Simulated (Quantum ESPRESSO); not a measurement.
AlO: phonons at points of the zone under several settings

```
Al O
1.0
     2.76919    0.00000    0.00000
     0.00000    2.76919    0.00000
     0.00000    0.00000    2.76919
Al O
1 1
Direct
  0.50000 0.50000 0.50000
  0.00000 0.00000 0.00000
```

The cell was built by a generator and needn't be a form met in nature.

All runs used Quantum ESPRESSO 7.5; potentials GBRV 1.5 LDA; k mesh 10 × 10 × 10; relaxed cell; no spin polarisation; cutoff 612 eV; occupations cold, width 0.2 eV.

| level | point | frequencies (cm⁻¹) |
| --- | --- | --- |
| LDA | Γ (0.000, 0.000, 0.000) | 412i 412i 412i 0 0 0 |
| LDA | M (0.500, 0.500, 0.000) | 303i 280i 280i 132i 321 321 |
| LDA | R (0.500, 0.500, 0.500) | 241 241 241 326 326 326 |
| LDA | X (0.000, 0.500, 0.000) | ? |

**Question.** What stands in the row left open?

**Answer.** Frequencies 561i 256i 256i 248i 248i 409 cm⁻¹.

Values marked i are imaginary: the cell is unstable against those modes at that level, or the meshes are too thin.

Caveats: the mesh is thin for the phonons of a metal; an odd number of electrons without spin polarisation forces a metal; a magnetic or distorted state may lie lower; some modes are imaginary (some runs).

For the row left open. Caveat: the mesh is thin for the phonons of a metal; some modes are imaginary; an odd number of electrons without spin polarisation forces a metal; a magnetic or distorted state may lie lower.
